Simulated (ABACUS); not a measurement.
Wanted: the native input for an ABACUS 3.10.1 run.

| Item | Value |
| --- | --- |
| Task | relaxation of cell and atoms |
| Functional | HCTH407 |
| Potentials or basis | SSSP 1.3 efficiency PBE |
| Cutoff | 748 eV |
| Density cutoff | 5987 eV |
| Basis | plane waves |
| k mesh | 10 × 10 × 10 |
| Occupations | fermi-dirac, width 0.05 eV |
| Spin | no spin polarisation |
| Max steps of the relaxation | 60 |
| Force threshold | 0.01 eV/Å |
| Optimiser | cg |
| Stress threshold | 1 kbar |
| Radial cutoff of the potentials (pseudo_rcut) | 10 bohr |
| SCF threshold on the density | 1e-08 |
| Max SCF steps | 100 |
| Eigensolver | dav |
| Mixing | broyden |
| Mixing share | 0.7 |
| Symmetry key | 1 |
| Bands | 8 |

BN:

```xyz
2
Lattice="0.0000 1.8130 1.8130 1.8130 0.0000 1.8130 1.8130 1.8130 0.0000" Properties=species:S:1:pos:R:3 pbc="T T T"
N     0.9065    0.9065    0.9065
B     0.0000    0.0000    0.0000
```

The cell is a database's computed one.

One way to write it, as run:

INPUT

```
INPUT_PARAMETERS
suffix              BN
calculation         cell-relax
basis_type          pw
pseudo_dir          ./
symmetry            1
dft_functional      GGA_XC_HCTH_407
ecutwfc             55
pseudo_rcut         10
nspin               1
nbands              8
ks_solver           dav
smearing_method     fd
smearing_sigma      0.00367493
scf_thr             1e-08
scf_nmax            100
mixing_type         broyden
mixing_beta         0.7
cal_force           1
cal_stress          1
ecutrho             440
relax_nmax          60
force_thr_ev        0.01
relax_method        cg
out_stru            1
stress_thr          1
kpar                4
```

STRU

```
ATOMIC_SPECIES
N 14.0070 N.pbe-n-radius_5.UPF
B 10.8100 b_pbe_v1.4.uspp.F.UPF

LATTICE_CONSTANT
1.8897261246

LATTICE_VECTORS
0.0000000000 1.8130010000 1.8130010000
1.8130010000 0.0000000000 1.8130010000
1.8130010000 1.8130010000 0.0000000000

ATOMIC_POSITIONS
Direct

N
0.0
1
0.2500000000 0.2500000000 0.2500000000 1 1 1

B
0.0
1
0.0000000000 0.0000000000 0.0000000000 1 1 1
```

KPT

```
K_POINTS
0
Gamma
10 10 10 0 0 0
```

Potentials or basis: SSSP 1.3 efficiency PBE, plane waves.

Launch:

```sh
$ OMP_NUM_THREADS=1 mpirun -np 4 abacus > log
```

It gave:

The relaxed volume is 5.78 Å³/atom, the relaxed cell is a = 2.538 Å, b = 2.538 Å, c = 2.538 Å, α = 60.00°, β = 60.00°, γ = 60.00° and the space group after relaxing (to 0.05 Å) is F-43m (No. 216). The energy gained by relaxing is 6.5 meV/atom. The ionic steps are 3 and the pressure after relaxing is -0.1 GPa. The band gap on the k mesh is 4.91 eV, indirect (least direct gap 9.03 eV).

Caveat: the potentials were made for another functional, which shifts forces and pressure.

It took 7 s on 4 MPI ranks on Intel(R) Xeon(R) Platinum 8488C (Sapphire Rapids), with other jobs on the host, peak memory 0.36 GiB a rank.
